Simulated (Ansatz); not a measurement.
# Piezoelectric tensor of BAs at 8 GPa (stress–strain coefficients)

The calculation used DFT PBEsol, scalar-relativistic, plane waves, PAW in Ansatz. Plane waves to 420 eV; Γ-centred k mesh 10×10×10; fixed occupations. No spin polarisation.

The cell, relaxed at 8 GPa:
```
B As
1.0
     0.00000    2.34350    2.34350
     2.34350    0.00000    2.34350
     2.34350    2.34350    0.00000
B As
1 1
Direct
  0.00000 0.00000 0.00000
  0.75000 0.75000 0.75000
```

Problem. Give the relaxed-ion proper piezoelectric stress tensor e_iJ (C/m², Voigt columns xx yy zz yz xz xy).

Solution.
```
x   0.000 0.000 0.000 0.174 0.000 0.000
y   0.000 0.000 0.000 0.000 0.174 0.000
z   0.000 0.000 0.000 0.000 0.000 0.174
```
Signs follow the orientation of the cell as given.

Problem. With the elastic constants (GPa, Voigt order)
C11 = 315.2, C12 = 100.5, C13 = 100.5, C22 = 315.2, C23 = 100.5, C33 = 315.2, C44 = 164.4, C55 = 164.4, C66 = 164.4 GPa; the others vanish.
find the strain coefficients d = e·C⁻¹ (pC/N).

Solution.
```
x   0.00 0.00 0.00 1.06 0.00 0.00
y   0.00 0.00 0.00 0.00 1.06 0.00
z   0.00 0.00 0.00 0.00 0.00 1.06
```

Cost: 1 run of about 0.59 core-minutes, on Intel Xeon 6975P-C (Granite Rapids) (shared hosts).